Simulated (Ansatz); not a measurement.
Runs of Ansatz 0.2.0 on LiF (Griceite). The structure is cubic, space group Fm-3m (No. 225). The conventional cell has a = 4.028 Å, b = 4.028 Å, c = 4.028 Å, α = 90.00°, β = 90.00°, γ = 90.00°. F (site symmetry m-3m) is surrounded by 6 Li at 2.01 Å. Around Li (site symmetry m-3m) lie 6 F at 2.01 Å. 

| task | level | points for each segment of the path | gap on the mesh (eV) | pressure (GPa) | V0 of scaled cells (Å³/atom) | B0 (GPa) |
| --- | --- | --- | --- | --- | --- | --- |
| band structure | HSE06 | 4 | (a) | -0.9 | - | - |
| equation of state | PBE0 | - | - | - | 8.05 | 74 |
| band structure | PBE0 | 4 | 12.16 | (b) | - | - |
| equation of state | HSE06 | - | - | - | 8.06 | 74 |

Alike in all rows: potentials or basis Ansatz PAW; no spin polarisation; cell as given; k mesh 8 × 8 × 8; cutoff (eV) 420; smearing fermi-dirac 0.05 eV.

Fill in the values left out.

(a) 11.40; (b) -1.0.

Caveats: the PAW data sets come from PBE, with cores solved anew for the run's functional, which leaves a small shift of forces and pressure (some runs); the thresholds are loose for stress (some runs); the PAW data sets were made with another functional, which shifts forces and pressure a little (some runs).

